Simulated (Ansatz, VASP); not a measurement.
# Cross-check of Ni8S7 between VASP and Ansatz

One calculation is typed for both programs; each brings its own data sets and cutoff. How far apart do they land? The structure shown is the end of the VASP relaxation below.

Program: Ansatz 0.2.0. Level of theory: plane waves, with VASP 6.6.1 beside it; single point at LDA. Results are calculated unless marked as measured.

## (1) Set-up

The cell holds 15 atoms: 8 Ni and 7 S. Cell: a = 7.697 Å, b = 7.697 Å, c = 6.033 Å, α = 122.5°, β = 122.5°, γ = 99.0°. It derives from NiS. Nearest the centre at fractional (0.292, 0.708, 0.250): S10 at 1.64 Å, Ni4 at 1.72 Å, Ni7 at 1.73 Å, S14 at 2.69 Å, S15 at 2.69 Å, S11 at 2.82 Å, Ni3 at 2.84 Å, Ni8 at 2.85 Å.

Coordinates:

```xyz
15
Lattice="-5.0685 2.9263 4.9985 5.0685 -2.9263 4.9985 1.6895 2.9263 -4.9985" Properties=species:S:1:pos:R:3 pbc="T T T"
Ni    1.4739    2.7697   -2.5274
Ni    0.0356    0.2545    7.4685
Ni   -1.7357    2.9509    2.5359
Ni    3.5663   -0.1131    2.4190
Ni    0.0324    0.2525    0.0317
Ni    1.4769    2.7679    0.0310
Ni   -1.5045    2.8107    0.0856
Ni    3.3253    0.0200   -0.0302
S     1.6795    0.9785   -1.2462
S     3.4257   -1.8600    3.7507
S    -0.0677    3.8131   -1.2461
S     0.0577    1.9152    1.6013
S     0.0571    1.9127    5.8967
S    -1.7074    4.8811    1.2517
S     3.3640    1.9533    1.2541
```

## (2) VASP: relaxation, LDA

This run makes the geometry at which the two programs are then compared.

Lines of VASP's logs that name or quote its potential files are left out, and so is its time.

Input file INCAR:

```
SYSTEM = Ni8S7
PREC = Normal
ENCUT = 280
EDIFF = 1E-05
NELM = 120
ISMEAR = 1
SIGMA = 0.15
LREAL = Auto
ALGO = Fast
GGA = CA
NBANDS = 83
ISPIN = 2
MAGMOM = 1 1 1 1 1 1 1 1 0 0 0 0 0 0 0
LMAXMIX = 4
LORBIT = 11
LWAVE = .FALSE.
LCHARG = .FALSE.
KPAR = 3
IBRION = 2
NSW = 60
ISIF = 2
EDIFFG = -0.05
POTIM = 0.4
MAXMIX = 40
ISYM = 0
```

Input file POSCAR:

```
Ni8S7
1.0
   -5.0685167011      2.9263094818      4.9984626374
    5.0685167011     -2.9263094818      4.9984626374
    1.6895055671      2.9263094818     -4.9984626374
Ni S
8 7
Direct
    0.2534687714      0.2530876620      0.0052342786
    0.7539868724      0.7485833250      0.0007841499
    0.7527152086      0.2501332049      0.5013896753
    0.2511908888      0.7520127947      0.5010161590
   -0.0015212431     -0.0034223850     -0.0030145577
    0.4995506479      0.5012550301      0.0019758648
    0.4991373931     -0.0027371744      0.4963676400
    0.0064362379      0.5034095211      0.5058176232
    0.0348617400      0.1967325060      0.4822935493
    0.0428315208      0.7078836996     -0.0001543348
    0.5371111453      0.2119454804      0.0005675101
    0.4618698291      0.3001436535      0.5093604132
    0.9530364422      0.7876645634      0.4900309405
    0.9527722621      0.2885253155     -0.0059686753
    0.4549082583      0.7896426196     -0.0050559215
```

Input file KPOINTS:

```
Automatic mesh
0
Gamma
5 5 5
0 0 0
```

PAW data sets: Ni and S (LDA family, release 64).

Command:

```
$ mpirun -np 3 vasp_std
```

Numbers of over 12 decimals in the logs are rounded to 6 here.

The log of the run:

```text
[banner, memory and clock lines left out]
running    3 mpi-ranks, on    1 nodes
 distrk:  each k-point on    1 cores,    3 groups
 distr:  one band on    1 cores,    1 groups

 POSCAR found type information on POSCAR NiS
 POSCAR found :  2 types and      15 ions
 LDA part: xc-table for (Slater(with rela. corr.)+CA(PZ))
 , standard interpolation
 POSCAR, INCAR and KPOINTS ok, starting setup
 FFT: planning ... GRIDC
 FFT: planning ... GRID_SOFT
 FFT: planning ... GRID
 WAVECAR not read
 entering main loop
       N       E                     dE             d eps       ncg     rms          rms(c)
DAV:   1     0.806601693807E+03    0.80660E+03   -0.34245E+04 20924   0.107E+03
DAV:   2     0.107582878714E+02   -0.79584E+03   -0.75045E+03 21004   0.309E+02
DAV:   3    -0.915735507799E+02   -0.10233E+03   -0.95915E+02 22731   0.121E+02
DAV:   4    -0.974154417754E+02   -0.58419E+01   -0.57323E+01 24912   0.292E+01
DAV:   5    -0.976266906795E+02   -0.21125E+00   -0.21081E+00 24896   0.565E+00    0.405E+01
RMM:   6    -0.103023150011E+03   -0.53965E+01   -0.11259E+02 20916   0.565E+01    0.413E+01
RMM:   7    -0.905055557302E+02    0.12518E+02   -0.36246E+01 20916   0.339E+01    0.144E+01
RMM:   8    -0.913040649097E+02   -0.79851E+00   -0.12242E+00 20916   0.510E+00    0.133E+01
RMM:   9    -0.905991744423E+02    0.70489E+00   -0.12755E+00 20917   0.607E+00    0.593E+00
RMM:  10    -0.905700835582E+02    0.29091E-01   -0.32625E-01 20919   0.290E+00    0.454E+00
RMM:  11    -0.904699914086E+02    0.10009E+00   -0.17511E-01 20923   0.226E+00    0.171E+00
RMM:  12    -0.904722616975E+02   -0.22703E-02   -0.43677E-02 21677   0.981E-01    0.154E+00
RMM:  13    -0.904609099426E+02    0.11352E-01   -0.21518E-02 20977   0.735E-01    0.499E-01
RMM:  14    -0.904631337537E+02   -0.22238E-02   -0.86031E-03 22497   0.375E-01    0.618E-01
RMM:  15    -0.904612868433E+02    0.18469E-02   -0.36982E-03 20979   0.298E-01    0.171E-01
RMM:  16    -0.904615655643E+02   -0.27872E-03   -0.16647E-03 23972   0.132E-01    0.188E-01
RMM:  17    -0.904614024138E+02    0.16315E-03   -0.41954E-04 20919   0.964E-02    0.725E-02
RMM:  18    -0.904614035698E+02   -0.11560E-05   -0.14395E-04 20482   0.419E-02    0.264E-02
RMM:  19    -0.904614031101E+02    0.45965E-06   -0.13995E-05 13433   0.155E-02
   1 F= -.90461403E+02 E0= -.90460938E+02  d E =-.904614E+02  mag=     0.0013
[... from here on, the cycles between the ionic steps are left out ...]
   2 F= -.90565718E+02 E0= -.90565831E+02  d E =-.104315E+00  mag=     0.0000
   4 F= -.90710551E+02 E0= -.90712274E+02  d E =-.730541E-01  mag=    -0.0000
   5 F= -.90827731E+02 E0= -.90829713E+02  d E =-.190234E+00  mag=     0.0001
   6 F= -.90917828E+02 E0= -.90920107E+02  d E =-.900972E-01  mag=     0.0009
   7 F= -.90974598E+02 E0= -.90976971E+02  d E =-.146867E+00  mag=     0.0006
   8 F= -.91025198E+02 E0= -.91027225E+02  d E =-.506009E-01  mag=    -0.0002
   9 F= -.91026287E+02 E0= -.91028218E+02  d E =-.516895E-01  mag=    -0.0002
  10 F= -.91031347E+02 E0= -.91032814E+02  d E =-.505960E-02  mag=     0.0002
  11 F= -.91031445E+02 E0= -.91032972E+02  d E =-.515786E-02  mag=    -0.0000
 curvature:  -1.74 expect dE=-0.222E-02 dE for cont linesearch -0.755E-05
 trial: gam= 0.27158 g(F)=  0.128E-02 g(S)=  0.000E+00 ort = 0.160E-03 (trialstep = 0.273E+01)
 search vector abs. value=  0.180E-02
 bond charge predicted
       N       E                     dE             d eps       ncg     rms          rms(c)
DAV:   1    -0.910310109497E+02    0.42836E-03   -0.15140E+00 21159   0.385E+00    0.361E-01
RMM:   2    -0.910329617234E+02   -0.19508E-02   -0.23516E-02 20916   0.769E-01    0.201E-01
RMM:   3    -0.910335896587E+02   -0.62794E-03   -0.74972E-03 21319   0.322E-01    0.168E-01
RMM:   4    -0.910335709156E+02    0.18743E-04   -0.13302E-03 21863   0.177E-01    0.106E-01
RMM:   5    -0.910335482262E+02    0.22689E-04   -0.39379E-04 22132   0.773E-02    0.599E-02
RMM:   6    -0.910335640801E+02   -0.15854E-04   -0.18166E-04 20916   0.517E-02    0.676E-02
RMM:   7    -0.910335577902E+02    0.62900E-05   -0.51688E-05 19558   0.335E-02
  12 F= -.91033558E+02 E0= -.91035051E+02  d E =-.211282E-02  mag=     0.0000
 trial-energy change:   -0.002113  1 .order   -0.002160   -0.003610   -0.000710
 step:   3.4938(harm=  3.3990)  dis= 0.01019  next Energy=   -91.033656 (dE=-0.221E-02)
 reached required accuracy - stopping structural energy minimisation
```

OUTCAR, selected parts (step 2):

```text
ion  position               nearest neighbor table
   1  0.253  0.253  0.005-  11 2.27  12 2.31  14 2.34  13 2.35   9 2.36   6 2.49   5 2.52
   2  0.754  0.749  0.001-   9 2.27  12 2.27  13 2.28  10 2.30  15 2.36   5 2.48   6 2.51
   3  0.753  0.250  0.501-  14 2.30  10 2.31   9 2.32  15 2.33  11 2.34  12 2.35   7 2.51   8 2.51

 Found     63 irreducible k-points:

   k-points           NKPTS =     63   k-points in BZ     NKDIM =     63   number of bands    NBANDS=     83

   dimension x,y,z NGX =    32 NGY =   32 NGZ =   28
   dimension x,y,z NGXF=    64 NGYF=   64 NGZF=   56

   ENCUT  =  280.0 eV  20.58 Ry    4.54 a.u.  10.50 10.50  8.23*2*pi/ulx,y,z

   NELECT =     122.0000    total number of electrons

 k-points in reciprocal lattice and weights: Automatic mesh
   0.00000000  0.00000000  0.00000000       0.008
   0.20000000 -0.00000000  0.00000000       0.016
  -0.20000000 -0.00000000  0.20000000       0.016
   0.00000000  0.20000000 -0.20000000       0.016
  -0.00000000 -0.20000000  0.00000000       0.016
   0.40000000  0.00000000 -0.00000000       0.016
  -0.40000000 -0.00000000  0.40000000       0.016
   0.00000000  0.40000000 -0.40000000       0.016
   0.00000000 -0.40000000  0.00000000       0.016
[...]
0.40000000 -0.20000000  0.40000000       0.016
  -0.40000000 -0.40000000  0.40000000       0.016

 average (electrostatic) potential at core
       1 -82.7905       2 -82.7964       3 -82.7631       4 -82.7148       5 -82.7973
       6 -82.7961       7 -82.7168       8 -82.7625       9 -84.8399      10 -84.7695
      11 -84.7796      12 -84.6542      13 -84.6542      14 -84.3499      15 -84.3499

 E-fermi :   8.6666

 spin component 1
 k-point     1 :       0.0000    0.0000    0.0000
  band No.  band energies     occupation
    ...
     57       8.2474      1.00028
     58       8.3059      1.00176
     59       8.3528      1.00588
     60       8.3938      1.01373
     61       8.5246      1.01861
     62       9.1244     -0.00007
     63       9.2639     -0.00000
     64       9.2783     -0.00000
     65       9.4263     -0.00000
     66       9.4757     -0.00000
    ...

 k-point     2 :       0.2000   -0.0000    0.0000
  band No.  band energies     occupation
    ...
     57       8.0304      1.00000
     58       8.1862      1.00003
     59       8.3119      1.00208
     60       8.5274      1.01590
     61       8.6254      0.72305
     62       8.8250     -0.03001
     63       9.0913     -0.00023
     64       9.2864     -0.00000
     65       9.4520     -0.00000
     66       9.6929     -0.00000
    ...

 k-point     3 :      -0.2000   -0.0000    0.2000
  band No.  band energies     occupation
    ...
     57       8.0343      1.00000
     58       8.1900      1.00003
     59       8.3100      1.00197
     60       8.5249      1.01839
     61       8.6241      0.72927
     62       8.8245     -0.02975
     63       9.0980     -0.00018
     64       9.2864     -0.00000
     65       9.4520     -0.00000
     66       9.6849     -0.00000
    ...

 k-point     4 :       0.0000    0.2000   -0.2000
  band No.  band energies     occupation
    ...
     57       8.0311      1.00000
     58       8.1876      1.00003
     59       8.3121      1.00209
     60       8.5273      1.01603
     61       8.6235      0.73204
     62       8.8260     -0.03048
     63       9.0925     -0.00022
     64       9.2845     -0.00000
     65       9.4509     -0.00000
     66       9.6932     -0.00000
    ...

 k-point     5 :      -0.0000   -0.2000    0.0000
  band No.  band energies     occupation
    ...
     57       8.0345      1.00000
     58       8.1895      1.00003
     59       8.3061      1.00176
     60       8.5255      1.01775
     61       8.6266      0.71676
     62       8.8252     -0.03009
     63       9.0975     -0.00019
     64       9.2881     -0.00000
     65       9.4513     -0.00000
     66       9.6844     -0.00000
    ...

 k-point     6 :       0.4000    0.0000   -0.0000
  band No.  band energies     occupation
    ...
     57       7.9942      1.00000
     58       8.1127      1.00000
     59       8.3111      1.00203
     60       8.3959      1.01426
     61       8.5412      0.99858
     62       8.7565      0.08021
     63       8.7954     -0.00357
     64       9.1572     -0.00002
     65       9.4422     -0.00000
     66       9.5795     -0.00000
    ...

  Total       -6.2163404     -5.8928748     -4.5240050      0.2678132     -0.0028779      0.0011817
  in kB      -50.3777829    -47.7563889    -36.6629444      2.1703825     -0.0233227      0.0095769
  external PRESSURE =     -44.9323720 kB  Pullay stress =       0.0000000 kB

  energy-cutoff  :      280.00
  volume of cell :      197.70
      direct lattice vectors                 reciprocal lattice vectors
    -5.068516701  2.926309482  4.998462637     0.000000000  0.170863678  0.100030757
     5.068516701 -2.926309482  4.998462637     0.147972285  0.085431839  0.100030757
     1.689505567  2.926309482 -4.998462637     0.147972285  0.256295516  0.000000000

 POSITION                                       TOTAL-FORCE (eV/Angst)
 -----------------------------------------------------------------------------------
      1.47392      2.76973     -2.52741        -0.014293     -0.027553     -0.005536
      0.03561      0.25451      7.46849        -0.002154      0.022782     -0.012723
     -1.73565      2.95094      2.53590         0.013637     -0.007072      0.013873
      3.56634     -0.11305      2.41902        -0.030947      0.013545     -0.007452
      0.03240      0.25245      0.03172         0.003662      0.017660      0.014514
      1.47688      2.76789      0.03099        -0.012564     -0.017044      0.007421
     -1.50453      2.81069      0.08559        -0.025419      0.029018      0.006508
      3.32533      0.01996     -0.03023         0.028551     -0.012067     -0.008283
      1.67955      0.97853     -1.24618        -0.002759      0.020867     -0.015034
      3.42572     -1.85998      3.75070        -0.012750     -0.001694     -0.009354
     -0.06773      3.81314     -1.24607         0.020819     -0.012162     -0.005219
      0.05766      1.91522      1.60126         0.020806     -0.025925      0.023540
      0.05709      1.91273      5.89670         0.020465     -0.008894     -0.001496
     -1.70743      4.88110      1.25171        -0.005949      0.001285      0.010336
      3.36398      1.95326      1.25413        -0.001103      0.007255     -0.011095
 -----------------------------------------------------------------------------------
    total drift:                                0.012903     -0.005990     -0.000416

  FREE ENERGIE OF THE ION-ELECTRON SYSTEM (eV)
  ---------------------------------------------------
  free  energy   TOTEN  =       -91.0335577902 eV

  energy  without entropy=      -91.0380385002  energy(sigma->0) =      -91.03505136

 reached required accuracy - stopping structural energy minimisation

 total charge
# of ion       s       p       d       tot
------------------------------------------
    1        0.434   0.539   8.488   9.461
    2        0.435   0.540   8.488   9.463
    3        0.438   0.547   8.498   9.483
    4        0.426   0.515   8.471   9.412
    5        0.435   0.541   8.489   9.464
    6        0.435   0.540   8.488   9.464
    7        0.426   0.516   8.471   9.413
    8        0.438   0.547   8.497   9.482
    9        1.328   2.361   0.000   3.689
   10        1.347   2.308   0.000   3.655
   11        1.346   2.308   0.000   3.655
   12        1.342   2.313   0.000   3.655
   13        1.342   2.313   0.000   3.655
   14        1.344   2.297   0.000   3.641
   15        1.345   2.296   0.000   3.641
--------------------------------------------------
tot         12.861  20.483  67.890 101.233

 magnetization (x)
# of ion       s       p       d       tot
------------------------------------------
    1       -0.000  -0.000  -0.000  -0.000
    2       -0.000  -0.000  -0.000  -0.000
    3       -0.000  -0.000  -0.000  -0.000
    4       -0.000  -0.000  -0.000  -0.000
    5       -0.000  -0.000  -0.000  -0.000
    6       -0.000  -0.000  -0.000  -0.000
    7       -0.000  -0.000  -0.000  -0.000
    8       -0.000  -0.000  -0.000  -0.000
    9       -0.000  -0.000   0.000  -0.000
   10       -0.000  -0.000   0.000  -0.000
   11       -0.000  -0.000   0.000  -0.000
   12       -0.000  -0.000   0.000  -0.000
   13       -0.000  -0.000   0.000  -0.000
   14       -0.000  -0.000   0.000  -0.000
   15       -0.000  -0.000   0.000  -0.000
--------------------------------------------------
tot         -0.000  -0.000  -0.000  -0.000

[... 6 further parts left out ...]
```

CONTCAR:

```
Ni8S7
   1.00000000000000
    -5.0685167011000001    2.9263094818000002    4.9984626374000003
     5.0685167011000001   -2.9263094818000002    4.9984626374000003
     1.6895055671000001    2.9263094818000002   -4.9984626374000003
  Ni              S
     8     7
Direct
     0.2204265605676298    0.2019025163281942    0.9279669898351756
     0.7905651116095590    0.7740913244450501    0.0704993950718003
     0.7578770595604258    0.2489438079480812    0.4994850707058649
     0.2226599147787271    0.7600378010752775    0.4987450248297032
     0.0463073780060435    0.0295344801591468    0.0694961927311120
     0.4760310709934207    0.4581030364133207    0.9279347292311513
     0.4888063574803454    0.0260554738497196    0.4977393239838288
     0.0003870302709261    0.4907376113254430    0.4971724819402237
     0.0425389679913032    0.2074675555299813    0.4993196259211626
     0.0573833919650454    0.7231968929349935    0.0302085681037889
     0.5268818049149502    0.1910958051971926    0.9672687211747614
     0.4874172784586384    0.3323282102049417    0.4993946596508133
     0.9166686203185240    0.7617084017419296    0.4986733013728865
     0.9592126036981845    0.2895591599502555    0.9983525328870541
     0.4591928241862765    0.7900977392964660    0.9983876971606797
```

[end of part 1 of 2]

[Lines on the potential files, build, host, timing and source positions are cut from VASP's logs without a mark.]

[Logs are printed without paths, hosts, clocks, repeated set-up lines and the standing remarks that a program may print on its own settings, such as how far it seeks lower states.]

[Hosts, paths, dates, database ids (printed as entryN), source tags and the programs' standing remarks are cut or masked in the printed files.]
